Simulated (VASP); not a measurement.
For cubic CsI (CsCl type), PBE GGA, VASP's PBE PAW potentials (set 64) (VASP) gives ε∞ = 3.20, a static ε₀ = 9.19 and a transverse optical mode at 47 cm⁻¹.

Problem. Estimate the longitudinal optical frequency at Γ.

Solution. By the Lyddane-Sachs-Teller relation, ω_LO = ω_TO √(ε₀/ε∞) = 47 × √(9.19/3.20) = 80 cm⁻¹.

Measured: ε∞ 3.04 at 297 K (computed value off by +5.2 %), as given by H. H. Li, Journal of Physical and Chemical Reference Data (1976), doi:10.1063/1.555536 [long-wavelength limit of the electronic terms of a dispersion formula fitted to measured refractive indices over 0.25-67.0 um; lattice terms left out].

The compound is CsI in the CsCl type structure. It was relaxed first, which changed the volume by +7 %.
